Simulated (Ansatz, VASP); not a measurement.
# AlO: VASP beside Ansatz

```xyz
2
Lattice="2.7709 0.0000 0.0000 0.0000 2.7709 0.0000 0.0000 0.0000 2.7709" Properties=species:S:1:pos:R:3 pbc="T T T"
Al    1.3854    1.3854    1.3854
O     0.0000    0.0000    0.0000
```

Alike in both runs: functional PBE; k mesh 6 × 6 × 6; occupations gaussian, width 0.1 eV; no spin polarisation.

Ansatz relaxed the structure, and its values are those at the end. VASP's run is a single point on that final structure, the one shown.

```csv
,VASP,Ansatz
version,VASP 6.6.1,Ansatz 0.2.0
potentials or method,"VASP PAW PBE potentials, release 64 (Al, O)","scalar-relativistic, plane waves, PAW"
plane-wave cutoff (eV),520,420
valence electrons in the cell,9,9
```

VASP gave:

* gap on the k mesh at the Fermi level (eV): none
* pressure (GPa): -0.2

Q: Estimate Ansatz's values.

A: gap on the k mesh at the Fermi level (eV): none; pressure (GPa): 0.0.

A gap of «none» marks a metal or a gap that the smearing closes. The functional is the same, so the differences come from potentials, cutoffs and numerics.

Caveats: the k mesh is coarse (spacing up to 0.38 Å⁻¹), so the values aren't converged; an odd number of electrons without spin polarisation forces a metal; a magnetic or distorted state may lie lower.
